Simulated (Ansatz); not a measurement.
The system is BaTiO3.

```
Ba Ti O
1.0
     2.82737    1.63238    2.31839
    -2.82737    1.63238    2.31839
     0.00000   -3.26476    2.31839
Ba Ti O
1 1 3
Direct
  0.00000 0.00000 0.00000
  0.48450 0.48450 0.48450
  0.50860 0.01750 0.50860
  0.01750 0.50860 0.50860
  0.50860 0.50860 0.01750
```

```yaml
Program: Ansatz 0.2.0
Task: single point
Functional: PBEsol
Potentials_or_basis: all-electron LAPW, scalar-relativistic
Cutoff: 441 eV (chosen from the basis error)
Basis_error_allowed: 0.001 eV/atom
k_mesh: 7 × 7 × 7
Occupations: fermi-dirac, width 0.05 eV
Spin: no spin polarisation
```

On this cell: pressure -1.2 GPa; largest force 0.144 eV/Å; band gap on the k mesh 2.45 eV, indirect (least direct gap 2.75 eV).

The same run follows on a disturbed copy (atoms moved at random, drawn with an rms of 0.05 Å):

```
Ba Ti O
1.0
     2.82737    1.63238    2.31839
    -2.82737    1.63238    2.31839
     0.00000   -3.26476    2.31839
Ba Ti O
1 1 3
Cartesian
  -0.0133 -0.0570 -0.0314
  0.0298 -0.0136 3.3333
  1.4171 -0.8379 2.4026
  -1.4111 -0.7929 2.4460
  -0.0089 1.6263 2.4086
```

What does the disturbed cell give?

The energy moves by +8.6 meV/atom; pressure -1.0 GPa; largest force 0.494 eV/Å; band gap on the k mesh 2.57 eV, indirect (least direct gap 2.95 eV).

Forces in eV/Å, atoms in the order of the input:
```
Ba   0.202  0.274 -0.058
Ti  -0.307 -0.102  0.374
O   -0.326  0.347  0.123
O    0.200 -0.123 -0.418
O    0.232 -0.396 -0.020
```

Stress tensor (GPa, compression positive):
```
-1.19  0.25 -0.08
 0.25 -1.45  0.44
-0.08  0.44 -0.29
```

Caveats: spin-orbit coupling is left out, which moves the levels of the heavy elements; an odd mesh through Γ misses points on the zone boundary, where band edges often lie.
